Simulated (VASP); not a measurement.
Li2S, 3 atoms in the cell. Symmetry: Fm-3m, No. 225, cubic system. Conventional cell: a = 5.689 Å, b = 5.689 Å, c = 5.689 Å, α = 90.00°, β = 90.00°, γ = 90.00°. S (site symmetry m-3m) has 8 Li at 2.46 Å as nearest neighbours. Around Li (site symmetry -43m) lie 4 S at 2.46 Å. 

| Quantity | Value |
| --- | --- |
| Program | VASP 6.6.1 |
| Task | single point |
| Functional | PBEsol |
| Potentials or basis | VASP PAW PBE potentials, release 64 (S, Li_sv) |
| Cutoff | 520 eV |
| k mesh | 8 × 8 × 8 |
| Occupations | gaussian, width 0.05 eV |
| Spin | no spin polarisation |
| Further INCAR settings | ALGO = Normal; EDIFF = 1e-06 |

Potentials or basis: VASP PAW PBE potentials, release 64 (S, Li_sv).

Run with:

```sh
$ cat potpaw_PBE.64/S/POTCAR potpaw_PBE.64/Li_sv/POTCAR > POTCAR
$ mpirun -np 1 vasp_std > vasp.out
```

Hardware: 1 thread of AMD EPYC 9R45 96-Core Processor (Zen 5), on a shared host.

Problem. How long does it take, and how much memory?

Solution. It took 7.3 s on 1 thread of AMD EPYC 9R45 96-Core Processor (Zen 5), on a shared host, peak memory 0.13 GiB. Counts: scf iterations 13, k points 29.
